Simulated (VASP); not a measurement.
# Settings for KCl: energy along a vibration (SMASS = -2)

KCl, Fm-3m (no. 225), atoms displaced along the mode, 2 atoms in the cell. LDA, energy along a line of displacements; PAW potentials K_pv, Cl (LDA set). VASP 6.6.1.

Wanted: harmonic frequency within 1 %.

Space group without the displacement: Fm-3m (no. 225); Mode: optical mode at Gamma along x.

POSCAR:
```
KCl
1.0
    0.0000000000      3.1464700000      3.1464700000
    3.1464700000      0.0000000000      3.1464700000
    3.1464700000      3.1464700000      0.0000000000
K Cl
1 1
Direct
    0.0060452587     -0.0060452587     -0.0060452587
    0.4933325998      0.5066674002      0.5066674002

    0.0095106126   0.0000000000   0.0000000000
   -0.0104893874   0.0000000000   0.0000000000
```

The series start from k mesh: 4 × 4 × 4; Cutoff (eV): 340; Step along the mode (Å): 0.02; Precision and projection: Accurate, reciprocal space. Each series keeps the choices made before it, and each single choice may use up half of a tolerance.

## k mesh

| k mesh | Harmonic frequency (THz) | Time (s) |
|---|---|---|
| 2 × 2 × 2 | 3.697 | 12 |
| 3 × 3 × 3 | 3.953 | 18 |
| 4 × 4 × 4 | 3.966 | 36 |
| 5 × 5 × 5 | 3.967 | 52 |
| 7 × 7 × 7 (reference) | 3.967 | 134 |

Chosen: 3 × 3 × 3, the loosest value from which every tighter one stays within half of the tolerance.

## Cutoff (eV)

| Cutoff (eV) | Harmonic frequency (THz) | Time (s) |
|---|---|---|
| 190 | 4.01 | 10 |
| 230 | 3.986 | 12 |
| 260 | 3.963 | 11 |
| 300 | 3.952 | 17 |
| 340 | 3.953 | 18 |
| 390 (reference) | 3.96 | 19 |

Chosen: 260.

## Precision and projection

| Precision and projection | Harmonic frequency (THz) | Time (s) |
|---|---|---|
| Accurate, reciprocal space | 3.963 | 11 |
| Normal, reciprocal space | 4.032 | 7.3 |
| Normal, Auto | 4.008 | 8.8 |

Chosen: Accurate, reciprocal space; no other choice that stays within half of the tolerance saves 30 % of the time.

## All choices together

| Input | Harmonic frequency (THz) | Time (s) |
|---|---|---|
| defaults on a coarse mesh (naive) | 4.104 | 3.3 |
| chosen settings | 3.963 | 11 |
| reference settings throughout | 3.987 | 149 |

The tolerance is met.

## The input

INCAR:
```
SYSTEM = KCl
  ALGO = Normal
  EDIFF = 1E-7
  ENCUT = 260
  GGA = CA
  IBRION = 0
  ISMEAR = 0
  ISYM = 0
  IWAVPR = 11
  KPAR = 2
  LASPH = .True.
  LCHARG = .False.
  LREAL = .False.
  LWAVE = .False.
  NELMIN = 4
  NSW = 9
  POTIM = 1
  PREC = Accurate
  SIGMA = 0.03
  SMASS = -2
```

KPOINTS:
```
Automatic mesh
0
Gamma
  3 3 3
  0 0 0
```

Commands:
```
cat potpaw_LDA.64/K_pv/POTCAR potpaw_LDA.64/Cl/POTCAR > POTCAR
mpirun -np 2 vasp_std > vasp.out
```

The chosen input took VASP 6.6.1 11 s on 2 cores (AMD EPYC 7R43 (Zen 3)), a shared host.

## An input that fails: POTIM multiplies the typed steps tenfold

It runs to its end, but against the unchanged starting input it is off by 3241 % in the harmonic frequency.

Changes against the starting input:
```
- POTIM = 1
+ POTIM = 10
```
